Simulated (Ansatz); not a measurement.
Space group Pm-3m (No. 221). a = 2.845 Å, b = 2.845 Å, c = 2.845 Å, α = 90.00°, β = 90.00°, γ = 90.00°
| atom | site | symmetry | x | y | z |
| --- | --- | --- | --- | --- | --- |
| Al | 1a | m-3m | 0.0000 | 0.0000 | 0.0000 |
| Fe | 1b | m-3m | 0.5000 | 0.5000 | 0.5000 |

Equation of state of this AlFe structure (not necessarily the ground state), with shape and atoms relaxed at each volume where symmetry leaves them free. It has no gap at any of these volumes. Level of theory: DFT PBEsol, scalar-relativistic, plane waves, PAW (Ansatz 0.2.0).

Cutoff 420 eV; k points 14×14×14 on the computed 2-atom cell (Γ-centred); Gaussian smearing, width 0.10 eV; collinear spin.

| V (Å³/atom) | E − E(largest V) (meV/atom) | P (GPa) |
| --- | --- | --- |
| 10.132 | 64.21 | 31.74 |
| 10.478 | 6.67 | 21.87 |
| 10.823 | -31.09 | 13.41 |
| 11.168 | -51.93 | 6.18 |
| 11.514 | -58.28 | 0.00 |
| 11.859 | -52.27 | -5.28 |
| 12.205 | -35.71 | -9.77 |
| 12.665 | 0.00 | -14.71 |

Problem. Fit a third-order Birch–Murnaghan equation to E(V).

Solution. V0 = 11.51 Å³/atom, B0 = 190 GPa, B0' = 4.2.

Only parallel moments were tried here.